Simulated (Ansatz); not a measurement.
## Which functional gave which column?

LiH in space group Fm-3m was relaxed by PAW and its dielectric response and Born charges by linear response (direction means) computed by PAW on Ansatz 0.2.0's default frozen-core files (fitted under PBE), scalar-relativistic, once under each of LDA, PBEsol, r²SCAN.

```json
{"quantity": "volume (Å³/atom)", "A": "7.47", "B": "8.03", "C": "7.89"}
{"quantity": "cell", "A": "a = 3.909 Å", "B": "a = 4.005 Å", "C": "a = 3.981 Å"}
{"quantity": "ε∞", "A": "4.98", "B": "3.89", "C": "4.69"}
{"quantity": "largest |Z*|", "A": "1.02 e", "B": "1.00 e", "C": "1.02 e"}
{"quantity": "ε₀", "A": "14.3", "B": "13.4", "C": "14.2"}
```

Problem. Which column belongs to which functional?

Solution. A is LDA, B is r²SCAN, C is PBEsol. The volumes rise from LDA over PBEsol to r²SCAN here. LDA's overbinding makes it the smallest as a rule; the order of the other two is common but has exceptions.

Settings: (A) k mesh 10×10×10, fixed occupations, cutoff 420 eV. (B) k mesh 8×8×8, fixed occupations, cutoff 500 eV. (C) k mesh 8×8×8, fixed occupations, cutoff 420 eV.

Caveats: frozen-core PAW files fitted under PBE, their cores solved anew for the functional of the run; zone-boundary modes aren't tested; field response not resolved by the mesh.
